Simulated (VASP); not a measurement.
Crystal: BaO.

```
CELL_PARAMETERS angstrom
0.00000 2.76000 2.76000
2.76000 0.00000 2.76000
2.76000 2.76000 0.00000
ATOMIC_POSITIONS crystal
Ba 0.00000 0.00000 0.00000
O 0.50000 0.50000 0.50000
```

The cell was built by a generator and needn't be a form met in nature.

| Property | Result |
| --- | --- |
| Program | VASP 6.6.1 |
| Task | relaxation of cell and atoms |
| Functional | r2SCAN |
| Dispersion | rVV10 |
| Potentials or basis | VASP PAW PBE potentials, release 64 (Ba_sv, O) |
| Cutoff | 600 eV |
| k mesh | 8 × 8 × 8 |
| Occupations | gaussian, width 0.02 eV |
| Spin | no spin polarisation |

At the start: pressure 1.8 GPa; volume 21.02 Å³/atom.

**Question.** Where does the relaxation end?

**Answer.** Over 3 steps the energy falls by 2.7 meV/atom and the volume is 21.50 Å³/atom (+2.3 %); space group Fm-3m (No. 225, to 0.05 Å).

The path:
```tsv
step	energy change (eV)	largest force (eV/Å)	pressure (GPa)	volume (Å³)
1	0.0000	0.0000	1.83	42.05
2	-0.0038	0.0000	-0.91	43.53
3	-0.0053	0.0000	0.00	43.00
```

Final structure:
```yaml
crystal:
  lattice:
    - [0.00000, 2.78071, 2.78071]
    - [2.78071, 0.00000, 2.78071]
    - [2.78071, 2.78071, 0.00000]
  atoms:
    - { symbol: Ba, position: [0.00000, 0.00000, 0.00000] }
    - { symbol: O, position: [0.50000, 0.50000, 0.50000] }
```

Caveat: the PAW data sets were made with another functional, which shifts forces and pressure a little.
